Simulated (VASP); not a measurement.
Pb: relaxation of cell and atoms with LDA

Pb:

```
Pb
1.0
     3.48000    0.00000    0.00000
    -1.74000    3.01377    0.00000
     0.00000    0.00000    5.59000
Pb
2
Direct
  0.66667 0.33333 0.75000
  0.33333 0.66667 0.25000
```

This isn't the form of Pb at room conditions, which is fcc.

```json
{
 "Program": "VASP 6.6.1",
 "Task": "relaxation of cell and atoms",
 "Functional": "LDA",
 "Potentials or basis": "VASP PAW LDA potentials, release 64 (Pb_d)",
 "Cutoff": "600 eV",
 "k mesh": "8 × 8 × 4",
 "Occupations": "fermi-dirac, width 0.05 eV",
 "Spin": "no spin polarisation",
 "Ladder": "gaps",
 "Further INCAR settings": "ALGO = Fast; EDIFF = 1e-07; IBRION = 2; EDIFFG = -0.01; NSW = 60; ISIF = 3"
}
```

```json
{
 "Relaxed volume": "29.20 Å³/atom",
 "Relaxed cell": "a = 3.513 Å, b = 3.513 Å, c = 5.464 Å, α = 90.00°, β = 90.00°, γ = 120.00°",
 "Space group after relaxing (to 0.05 Å)": "P6_3/mmc (No. 194)",
 "Energy gained by relaxing": "2.5 meV/atom",
 "Ionic steps": "6",
 "Pressure after relaxing": "0.0 GPa",
 "Band gap on the k mesh": "none (metal or under the smearing width)"
}
```

The path:
```csv
step,energy change (eV),largest force (eV/Å),pressure (GPa),volume (Å³)
1,0.0000,0.0000,-0.38,58.63
2,-0.0019,0.0000,0.28,58.04
3,-0.0019,0.0000,0.51,57.81
4,-0.0034,0.0000,0.46,57.87
5,-0.0044,0.0000,0.42,57.96
6,-0.0051,0.0000,0.02,58.40
```

Final structure:
```xyz
2
Lattice="3.5131 0.0000 0.0000 -1.7566 3.0424 0.0000 0.0000 0.0000 5.4636" Properties=species:S:1:pos:R:3 pbc="T T T"
Pb    1.7566    1.0141    4.0977
Pb    0.0000    2.0283    1.3659
```

Levels at points of the mesh, in eV from the Fermi level:
| k point | band 10 | band 11 | band 12 | band 13 | band 14 | band 15 | band 16 | band 17 | band 18 |
| --- | --- | --- | --- | --- | --- | --- | --- | --- | --- |
| (0.00, 0.00, 0.00) | -16.84 | -12.14 | -7.85 | -4.36 | 5.05 | 5.05 | 7.08 | 7.08 | 8.55 |
| (0.50, 0.00, 0.00) | -16.81 | -8.68 | -7.36 | -2.88 | -1.31 | -0.68 | 1.56 | 1.72 | 5.67 |
| (0.00, 0.00, 0.50) | -16.91 | -10.78 | -10.78 | 1.30 | 1.30 | 6.02 | 6.02 | 6.02 | 6.02 |
| (0.50, 0.00, 0.50) | -16.84 | -7.76 | -7.76 | -3.95 | -3.95 | 3.13 | 3.13 | 3.82 | 3.82 |

It took 75 s on 1 thread of Intel(R) Xeon(R) Platinum 8559C (Emerald Rapids), on a shared host, peak memory 0.18 GiB.

Spin-orbit coupling is left out, which matters for the levels of Pb. LDA usually gives volumes a few per cent too small.
